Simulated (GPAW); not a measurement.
# GaN (F-43m) in GPAW: single point with r2SCAN

Aim: the single point of GaN with r2SCAN.

All numbers are computed with GPAW 26.7.0; they aren't measurements. Logs are shortened: lines on timing, memory, paths and dates and some standing lists are left out, and cuts for length are marked. The log counts tension as positive stress, the text compression.

**Measured values to compare with.**

From a printed reference work, textbook, for a bulk crystal of GaN at 0 K: band gap 3.299 eV (direct).

The results are compared with them further down.

### Step 1. Starting point

It takes space group F-43m (No. 216, cubic). The conventional cell has a = 4.507 Å, b = 4.507 Å, c = 4.507 Å, α = 90.00°, β = 90.00°, γ = 90.00°. Ga (site symmetry -43m) has 4 N at 1.95 Å as nearest neighbours. N (site symmetry -43m) is surrounded by 4 Ga at 1.95 Å.

The cell is a database's computed one.

### Step 2. Single point, r2SCAN

File run.py:

```python
import spglib
from ase import Atoms
from ase.dft.bandgap import bandgap
from ase.io import read, write
from ase.units import GPa
from gpaw import GPAW, PW

atoms = read('GaN.cif')
cell, positions, numbers = spglib.find_primitive(
    (atoms.cell[:], atoms.get_scaled_positions(), atoms.numbers), symprec=1e-4)
atoms = Atoms(numbers, cell=cell, scaled_positions=positions, pbc=True)

calc = GPAW(mode=PW(600),
            xc='MGGA_X_R2SCAN+MGGA_C_R2SCAN',
            kpts={'size': (8, 8, 8), 'gamma': True},
            occupations={'name': 'fermi-dirac', 'width': 0.01},
            nbands=11,
            convergence={'density': 1e-05, 'energy': 1e-05},
            maxiter=150,
            txt='gpaw.txt')
atoms.calc = calc
energy = atoms.get_potential_energy()
forces = atoms.get_forces()
stress = atoms.get_stress()
calc.write('gs.gpw')
write('result.traj', atoms)
print(f'Energy: {energy:.6f} eV')
print('Forces (eV/A):')
print(forces.round(4))
print('Stress (GPa):', (stress / GPa).round(3))
print('Fermi level:', round(calc.get_fermi_level(), 4), 'eV')
print(f'Gap: {bandgap(calc)[0]:.4f} eV, direct: {bandgap(calc, direct=True)[0]:.4f} eV')
```

File GaN.cif:

```cif
data_GaN
_cell_length_a 4.50700122
_cell_length_b 4.50700122
_cell_length_c 4.50700122
_cell_angle_alpha 90.00000000
_cell_angle_beta 90.00000000
_cell_angle_gamma 90.00000000
_space_group_name_H-M_alt 'F-43m'
_space_group_name_Hall 'F -4 2 3'
_space_group_IT_number 216
loop_
_space_group_symop_operation_xyz
'x,y,z'
'y,-x,-z'
'-x,-y,z'
'-y,x,-z'
'x,-y,-z'
'y,x,z'
'-x,y,-z'
'-y,-x,z'
'z,x,y'
'-z,y,-x'
'z,-x,-y'
'-z,-y,x'
'-z,x,-y'
'z,y,x'
'-z,-x,y'
'z,-y,-x'
'y,z,x'
'-x,-z,y'
'-y,z,-x'
'x,-z,-y'
'-y,-z,x'
'x,z,y'
'y,-z,-x'
'-x,z,-y'
'x,y+1/2,z+1/2'
'y,-x+1/2,-z+1/2'
'-x,-y+1/2,z+1/2'
'-y,x+1/2,-z+1/2'
'x,-y+1/2,-z+1/2'
'y,x+1/2,z+1/2'
'-x,y+1/2,-z+1/2'
'-y,-x+1/2,z+1/2'
'z,x+1/2,y+1/2'
'-z,y+1/2,-x+1/2'
'z,-x+1/2,-y+1/2'
'-z,-y+1/2,x+1/2'
'-z,x+1/2,-y+1/2'
'z,y+1/2,x+1/2'
'-z,-x+1/2,y+1/2'
'z,-y+1/2,-x+1/2'
'y,z+1/2,x+1/2'
'-x,-z+1/2,y+1/2'
'-y,z+1/2,-x+1/2'
'x,-z+1/2,-y+1/2'
'-y,-z+1/2,x+1/2'
'x,z+1/2,y+1/2'
'y,-z+1/2,-x+1/2'
'-x,z+1/2,-y+1/2'
'x+1/2,y,z+1/2'
'y+1/2,-x,-z+1/2'
'-x+1/2,-y,z+1/2'
'-y+1/2,x,-z+1/2'
'x+1/2,-y,-z+1/2'
'y+1/2,x,z+1/2'
'-x+1/2,y,-z+1/2'
'-y+1/2,-x,z+1/2'
'z+1/2,x,y+1/2'
'-z+1/2,y,-x+1/2'
'z+1/2,-x,-y+1/2'
'-z+1/2,-y,x+1/2'
'-z+1/2,x,-y+1/2'
'z+1/2,y,x+1/2'
'-z+1/2,-x,y+1/2'
'z+1/2,-y,-x+1/2'
'y+1/2,z,x+1/2'
'-x+1/2,-z,y+1/2'
'-y+1/2,z,-x+1/2'
'x+1/2,-z,-y+1/2'
'-y+1/2,-z,x+1/2'
'x+1/2,z,y+1/2'
'y+1/2,-z,-x+1/2'
'-x+1/2,z,-y+1/2'
'x+1/2,y+1/2,z'
'y+1/2,-x+1/2,-z'
'-x+1/2,-y+1/2,z'
'-y+1/2,x+1/2,-z'
'x+1/2,-y+1/2,-z'
'y+1/2,x+1/2,z'
'-x+1/2,y+1/2,-z'
'-y+1/2,-x+1/2,z'
'z+1/2,x+1/2,y'
'-z+1/2,y+1/2,-x'
'z+1/2,-x+1/2,-y'
'-z+1/2,-y+1/2,x'
'-z+1/2,x+1/2,-y'
'z+1/2,y+1/2,x'
'-z+1/2,-x+1/2,y'
'z+1/2,-y+1/2,-x'
'y+1/2,z+1/2,x'
'-x+1/2,-z+1/2,y'
'-y+1/2,z+1/2,-x'
'x+1/2,-z+1/2,-y'
'-y+1/2,-z+1/2,x'
'x+1/2,z+1/2,y'
'y+1/2,-z+1/2,-x'
'-x+1/2,z+1/2,-y'
loop_
_atom_site_label
_atom_site_type_symbol
_atom_site_symmetry_multiplicity
_atom_site_Wyckoff_symbol
_atom_site_fract_x
_atom_site_fract_y
_atom_site_fract_z
_atom_site_occupancy
Ga1 Ga 4 a 0.0000000000 0.0000000000 0.0000000000 1
N1 N 4 d 0.2500000000 0.2500000000 0.7500000000 1
```

Potentials or basis: GPAW PAW data sets (gpaw-data 1.2.1), pw.

Launch:

```bash
> OMP_NUM_THREADS=1 python run.py
```

gpaw.txt:

```text
__  _  _
 | _ |_)|_||  |
 |__||  | ||/\| - 26.7.0

Input parameters:
  mode=PW(ecut=600.0),
  convergence={'density': 1e-05, 'energy': 1e-05},
  kpts=MonkhorstPack(size=(8, 8, 8), gamma=True),
  maxiter=150,
  nbands=11,
  occupations=Occupations(name='fermi-dirac', width=0.01),
  xc=XC(name='MGGA_X_R2SCAN+MGGA_C_R2SCAN')

Diagonalizing LCAO Hamiltonian
Converting LCAO to pw mode

                  N

       Ga

Atoms  # Å, Bohr magnetons
|   | symbol |        x |        y |        z |    initial magnetic moments |
|---|--------|----------|----------|----------|-----------------------------|
| 0 |     Ga | 0.000000 | 0.000000 | 0.000000 | ( 0.0000,  0.0000,  0.0000) |
| 1 |      N | 3.380251 | 3.380251 | 3.380251 | ( 0.0000,  0.0000,  0.0000) |

Unit cell  # Å
| periodic |        x |        y |        z |  lengths |    angles |
|----------|----------|----------|----------|----------|-----------|
|      yes | 0.000000 | 2.253501 | 2.253501 | 3.186931 | 60.000000 |
|      yes | 2.253501 | 0.000000 | 2.253501 | 3.186931 | 60.000000 |
|      yes | 2.253501 | 2.253501 | 0.000000 | 3.186931 | 60.000000 |

Number of symmetries: 24
Symmetry operations  # r_c * U_cc + t_c -> r_c
|    | kind |            matrix            |
|----|------|------------------------------|
|  0 |  E   |  1, 0, 0,  0, 1, 0,  0, 0, 1 |
|  1 |  σ   |  1, 0, 0,  0, 0, 1,  0, 1, 0 |
|  2 |  σ   |  1, 0,-1,  0, 1,-1,  0, 0,-1 |
|  3 |  C3  |  1, 0,-1,  0, 0,-1,  0, 1,-1 |
|  4 |  C3  |  1,-1, 0,  0,-1, 1,  0,-1, 0 |
|  5 |  σ   |  1,-1, 0,  0,-1, 0,  0,-1, 1 |
|  6 |  σ   |  0, 1, 0,  1, 0, 0,  0, 0, 1 |
|  7 |  C3  |  0, 1, 0,  0, 0, 1,  1, 0, 0 |
|  8 |  C2  |  0, 1,-1,  1, 0,-1,  0, 0,-1 |
|  9 |  S4  |  0, 1,-1,  0, 0,-1,  1, 0,-1 |
| 10 |  C3  |  0, 0, 1,  1, 0, 0,  0, 1, 0 |
| 11 |  σ   |  0, 0, 1,  0, 1, 0,  1, 0, 0 |
| 12 |  S4  |  0, 0,-1,  1, 0,-1,  0, 1,-1 |
| 13 |  C3  |  0, 0,-1,  0, 1,-1,  1, 0,-1 |
| 14 |  S4  |  0,-1, 1,  1,-1, 0,  0,-1, 0 |
| 15 |  C2  |  0,-1, 1,  0,-1, 0,  1,-1, 0 |
| 16 |  C3  |  0,-1, 0,  1,-1, 0,  0,-1, 1 |
| 17 |  S4  |  0,-1, 0,  0,-1, 1,  1,-1, 0 |
| 18 |  S4  | -1, 1, 0, -1, 0, 1, -1, 0, 0 |
| 19 |  C3  | -1, 1, 0, -1, 0, 0, -1, 0, 1 |
| 20 |  C3  | -1, 0, 1, -1, 1, 0, -1, 0, 0 |
| 21 |  S4  | -1, 0, 1, -1, 0, 0, -1, 1, 0 |
| 22 |  σ   | -1, 0, 0, -1, 1, 0, -1, 0, 1 |
| 23 |  C2  | -1, 0, 0, -1, 0, 1, -1, 1, 0 |

BZ-sampling:
  Number of BZ points: 512
  Number of IBZ points: 29

  Monkhorst-Pack size: [8, 8, 8]
  Monkhorst-Pack shift: [0.0625, 0.0625, 0.0625]

K-points  # in reciprocal-cell coordinates
|     |                                coordinates |     weight |
|-----|--------------------------------------------|------------|
|   0 | (  0.00000000,   0.00000000,   0.00000000) | 0.00195312 |
|   1 | (  0.12500000,   0.12500000,   0.00000000) | 0.01171875 |
|   2 | (  0.12500000,   0.12500000,   0.12500000) | 0.01562500 |
|   3 | (  0.25000000,   0.12500000,   0.12500000) | 0.02343750 |
|   4 | (  0.25000000,   0.25000000,   0.00000000) | 0.01171875 |
|   5 | (  0.25000000,   0.25000000,   0.12500000) | 0.04687500 |
|   6 | (  0.25000000,   0.25000000,   0.25000000) | 0.01562500 |
|   7 | (  0.37500000,   0.25000000,  -0.37500000) | 0.04687500 |
|   8 | (  0.37500000,   0.25000000,   0.12500000) | 0.04687500 |
|   9 | (  0.37500000,   0.25000000,   0.25000000) | 0.04687500 |
| ... |                                            |            |
|  28 | (  0.50000000,   0.50000000,   0.50000000) | 0.00781250 |

Plane wave coefficients: 778
Cutoff: 600.0 eV

Spin-components: 1 (collinear spins)
Bands:           11
Projectors:      10
Spin-degeneracy: 2
Datatype:        complex128

Density:
  Valence electrons: 8.0
  Components: 1
  Grid points: [20 20 20]
  Charge: 0.0  # |e|

Potential:
  Grid points: [20 20 20]

species:
  Ga:
    name:    Gallium
    Z:       31.0
    valence: 3
    core:    28
    charge:  0.0  # [|e|]
    compensation charges:
      type: gauss
      rc: 0.37  # [Å]
      lmax: 2
    cutoffs:
      filter: 2.06  # [Å]
      core: 4.17  # [Å]
    projectors
    | kind |    occ | energy [eV] | rcut [Å] |
    |------|--------|-------------|----------|
    |   4s |  2.000 |      -8.945 |    1.164 |
    |   4p |  1.000 |      -2.580 |    1.164 |
    |    s |        |      18.266 |    1.164 |
    |    p |        |      24.631 |    1.164 |
    |    d |        |       0.000 |    1.164 |

    Using partial waves for Ga as LCAO basis

  N:
    name:    Nitrogen
    Z:       7.0
    valence: 5
    core:    2
    charge:  0.0  # [|e|]
    compensation charges:
      type: gauss
      rc: 0.18  # [Å]
      lmax: 2
    cutoffs:
      filter: 1.11  # [Å]
      core: 0.96  # [Å]
    projectors
    | kind |    occ | energy [eV] | rcut [Å] |
    |------|--------|-------------|----------|
    |   2s |  2.000 |     -18.583 |    0.603 |
    |   2p |  3.000 |      -7.089 |    0.529 |
    |    s |        |       8.629 |    0.603 |
    |    p |        |      20.123 |    0.529 |
    |    d |        |       0.000 |    0.577 |

    Using partial waves for N as LCAO basis

Reference energy: -54366.393033  # eV

eigensolver:
  PPCG
  Converge bands: occupied
  niter=2

density mixing:
  MSR1-Mixer
  Pratt-step length: 0.05
  Maximum mixing coefficient: 0.75
  Old densities: 10
  SVD Regularization: 0.005
  Good broyden scale: 1.0
  Trust region scale: 1.0
  Backstep threshold: 4.0
  History deletion threshold: 6.0
  Fourier metric: weight=20.0, sigma=0.015

occupation numbers:
  Fermi-Dirac:
    width: 0.0100  # eV

poisson solver:
  ecut: 4800.0  # eV

xc functional:
  name: MGGA_X_R2SCAN+MGGA_C_R2SCAN with 2 nearest neighbor stencil

convergence criteria:
[... 6 lines left out ...]
|iter     | |      energy | eigst |  dens |
|---------|-|-------------|-------|-------|
|iter:   1| |  -23.799368 | -0.27 |       |
|iter:   2| |  -21.317980 | -1.49 | -0.59 |
|iter:   3| |  -20.446582 | -0.52 | -0.63 |
|iter:   4| |  -20.460622 | -2.03 | -1.29 |
|iter:   5| |  -20.466918 | -3.05 | -1.55 |
|iter:   6| |  -20.466821 | -5.09 | -2.59 |
|iter:   7| |  -20.466835 | -5.92 | -3.15 |
|iter:   8| |  -20.466835c| -7.91c| -4.16 |
|iter:   9| |  -20.466835c| -7.87c| -4.71 |
|iter:  10| |  -20.466835c| -9.06c| -5.96c|

Converged in 10 steps
Energy contributions relative to reference atoms: (reference = -54366.393033)

Energy contributions:
  Kinetic:          29.936140
  Coulomb:         -25.585997
  Zero:              0.017506
  External:          0.000000
  Xc:              -24.834484
  Entropy:          -0.000000
  Spinorbit:         0.000000
  ----------------------------
  Free energy:     -20.466835
  Extrapolated:    -20.466835

dipole moment: (-10.171034, -10.171034, -10.171034)  # |e|*Ang

Fermi level: 6.496
Eigenvalues  # (at kpt = [0.000, 0.000, 0.000])
| band index |      eig [eV] | occ [0-2] |
|------------|---------------|-----------|
|          0 |       -10.582 |     2.000 |
|          1 |         6.101 |     2.000 |
|          2 |         6.101 |     2.000 |
|          3 |         6.101 |     2.000 |
|          4 |         8.362 |     0.000 |
|          5 |        17.182 |     0.000 |
|          6 |        17.182 |     0.000 |
|          7 |        17.182 |     0.000 |
|          8 |        24.750 |     0.000 |
|          9 |        25.105 |     0.000 |
|         10 |        25.255 |     0.000 |

Gap: 2.261 eV
Transition (v -> c):
  (s=0, k=0, n=3, [0.00, 0.00, 0.00]) -> (s=0, k=0, n=4, [0.00, 0.00, 0.00])
No difference between direct/indirect transitions

Forces  # eV/Ang
|       x |       y |       z |
|---------|---------|---------|
| 0.00000 | 0.00000 | 0.00000 |  # Ga   0
| 0.00000 | 0.00000 | 0.00000 |  # N    1

Stress tensor  # eV/Ang^3
|         x |         y |         z |
|-----------|-----------|-----------|
|  0.005577 | -0.000000 | -0.000000 |
| -0.000000 |  0.005577 |  0.000000 |
| -0.000000 |  0.000000 |  0.005577 |

# Writing to gs.gpw (mode='')
```

It took 12 s on 1 thread of Arm Neoverse V2, shared host; peak memory 0.19 GiB.

Results:

```yaml
Free_energy: -20.4668 eV
Pressure: -0.9 GPa
Band_gap_on_the_k_mesh: 2.26 eV, direct
```

Levels at points of the mesh, in eV from the valence-band top:
| k point | band 2 | band 3 | band 4 | band 5 | band 6 | band 7 |
| --- | --- | --- | --- | --- | --- | --- |
| (0.00, 0.00, 0.00) | 0.00 | 0.00 | 0.00 | 2.26 | 11.08 | 11.08 |
| (0.50, 0.50, 0.00) | -6.28 | -2.74 | -2.74 | 3.81 | 7.34 | 12.70 |
| (0.50, 0.50, 0.50) | -7.10 | -0.99 | -0.99 | 5.29 | 9.56 | 11.01 |

Caveat: the cutoff is short for stress and forces, so pressures can be off by a GPa or more; the PAW data sets were made with another functional, which shifts forces and pressure a little.

### Step 3. The reference run

An earlier run on the cell as given: functional PBE; potentials or basis GPAW PAW data sets (gpaw-data 1.2.1); cutoff 800 eV; basis pw; k mesh 10 × 10 × 10; occupations fermi-dirac, width 0.05 eV; no spin polarisation.

- Pressure: 12.6 GPa
- Band gap on the k mesh: 1.84 eV, direct

### Step 4. Against experiment

Step 2. A measured gap of GaN is 3.299 eV (direct; 0 K; a printed reference work, textbook); the calculated 2.26 eV misses it by -1.04 eV. Spin-orbit coupling on Ga is left out. The value is that of r2SCAN, without temperature or zero-point motion. The cell is a database's relaxed one, not the measured one, which moves gaps too.
